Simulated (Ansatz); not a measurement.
# CrO2: magnetic order and moments

An exercise on one series of results from a longer session: the logs are not shown, and one member is left open.

Method: DFT PBE, scalar-relativistic, plane waves, PAW, in Ansatz 0.2.0.

## Starting point

It takes space group Pnnm (No. 58, orthorhombic). Conventional cell: a = 4.448 Å, b = 4.529 Å, c = 2.986 Å, α = 90.00°, β = 90.00°, γ = 90.00°. Cr (site symmetry 2/m) has 6 O at 1.92 to 1.95 Å as nearest neighbours. O (site symmetry m) has 3 Cr at 1.92 to 1.95 Å as nearest neighbours.

Coordinates:

```cif
data_structure
_symmetry_space_group_name_H-M 'P 1'
_symmetry_Int_Tables_number 1
_cell_length_a 4.4481
_cell_length_b 4.5292
_cell_length_c 2.9860
_cell_angle_alpha 90.000
_cell_angle_beta 90.000
_cell_angle_gamma 90.000
_cell_volume 60.16
loop_
_atom_site_label
_atom_site_type_symbol
_atom_site_fract_x
_atom_site_fract_y
_atom_site_fract_z
_atom_site_occupancy
Cr1 Cr 0.50000 0.50000 0.50000 1
Cr2 Cr 0.00000 0.00000 0.00000 1
O1 O 0.79297 0.18982 0.50000 1
O2 O 0.20703 0.81018 0.50000 1
O3 O 0.70703 0.68982 0.00000 1
O4 O 0.29297 0.31018 0.00000 1
```

Source of the structure: the Materials Project (structure only). It is taken as it stands there.

Set-up of the first run:

input.yaml reads:

```yaml
crystal:
  lattice:
    - [4.4480510066, 0.0, 0.0]
    - [0.0, 4.5292350067, 0.0]
    - [0.0, 0.0, 2.985964]
  atoms:
    - { symbol: Cr, position: [0.5, 0.5, 0.5], spin: 3.0 }
    - { symbol: Cr, position: [0.0, 0.0, 0.0], spin: 3.0 }
    - { symbol: O, position: [0.792969, 0.189817, 0.5] }
    - { symbol: O, position: [0.207031, 0.810183, 0.5] }
    - { symbol: O, position: [0.707031, 0.689817, 0.0] }
    - { symbol: O, position: [0.292969, 0.310183, 0.0] }
basis:
  ecutwfc: 420
kpoints:
  mp_grid: { grid: [4, 4, 6] }
hamiltonian:
  xc: pbe
scf:
  occupations: { method: gaussian, width: 0.1 }
output:
  forces: true
  stress: true
  eigenvalues: true
  populations: true
magnetization:
  spin_polarized: true
```

Command:

```
$ ansatz run input.yaml --threads 1 --pin off --max-ram 2560MiB --backend cpu --events-out ev --progress --plain --runs-dir out
```

Among the steps run: Probe: one point at the start; The base run, for reference; Start: no spin polarisation; Magnetic start: ferromagnetic; Start: large parallel starting moments; Start: antiferromagnetic in the cell, signs +-; Start: small parallel starting moments.

One table of the session follows, with a row left open; its other results are not shown here.

It belongs to the step «Which state is lowest». 

| start | energy above the lowest (meV/atom) | pressure (GPa) |
| --- | --- | --- |
| ferromagnetic | 0.00 | -9.9 |
| large parallel starting moments | 0.00 | -9.9 |
| small parallel starting moments | 0.00 | -9.9 |
| antiferromagnetic in the cell, signs +- | ? | ? |
| no spin | 241 | -16.3 |

Estimate the missing values for antiferromagnetic in the cell, signs +-.

**Answer.** energy above the lowest (meV/atom): 58.7; pressure (GPa): -10.5. In the column «energy above the lowest (meV/atom)» it lies between small parallel starting moments (0.00) and no spin (241).
